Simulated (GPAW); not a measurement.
HfN:

```
Hf N
1.0
     0.00000    2.25600    2.25600
     2.25600    0.00000    2.25600
     2.25600    2.25600    0.00000
Hf N
1 1
Direct
  0.00000 0.00000 0.00000
  0.50000 0.50000 0.50000
```

Base run:

```yaml
Program: GPAW 26.7.0
Functional: PBEsol
Potentials_or_basis: PAW data sets generated in the run's folder for this functional
Cutoff: 800 eV
Basis: pw
k_mesh: 10 × 10 × 10
Occupations: fermi-dirac, width 0.05 eV
Spin: no spin polarisation
```

Its results: pressure -1.6 GPa.

The run is repeated on the same cell with these changes: functional from PBEsol to LDA; potentials or basis from PAW data sets generated in the run's folder for this functional to the program's PAW data sets (release 1.2.1) made for this functional. What comes out?

Pressure -8.9 GPa.
